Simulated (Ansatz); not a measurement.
Crystal: Pt.

```xyz
2
Lattice="2.7607 0.0000 0.0000 -1.3803 2.3908 0.0000 0.0000 0.0000 4.7921" Properties=species:S:1:pos:R:3 pbc="T T T"
Pt    0.0000    1.5939    1.1980
Pt    1.3803    0.7969    3.5941
```

This isn't the form of Pt at room conditions, which is fcc.

- Program: Ansatz 0.2.0
- Task: relaxation of cell and atoms
- Functional: PBEsol
- Potentials or basis: Ansatz PAW
- Cutoff: 420 eV (not typed: the program's choice for these potentials)
- k mesh: 11 × 11 × 6
- Occupations: fermi-dirac, width 0.05 eV
- Spin: no spin polarisation

At the start: volume 15.81 Å³/atom.

Problem. How do energy, volume and symmetry change on relaxing?

Solution. It ends after 6 steps and the volume is 15.14 Å³/atom (-4.3 %); space group P6_3/mmc (No. 194, to 0.05 Å).

Step by step:
```
step  energy change (eV)  largest force (eV/Å)  volume (Å³)
   1              0.0000                0.0000        31.63
   2             -0.0470                0.0000        30.48
   3             -0.0485                0.0000        30.25
   4             -0.0485                0.0000        30.27
   5             -0.0485                0.0000        30.28
   6             -0.0480                0.0000        30.28
```

Final structure:
```xyz
2
Lattice="2.7320 0.0000 0.0000 -1.3660 2.3660 0.0000 0.0000 0.0000 4.6842" Properties=species:S:1:pos:R:3 pbc="T T T"
Pt    0.0000    1.5773    1.1711
Pt    1.3660    0.7887    3.5132
```

Caveat: the plane-wave basis is chosen anew once the cell has moved, so the energies of steps on either side of that aren't comparable; the PAW data sets come from PBE, with cores solved anew for the run's functional, which leaves a small shift of forces and pressure.
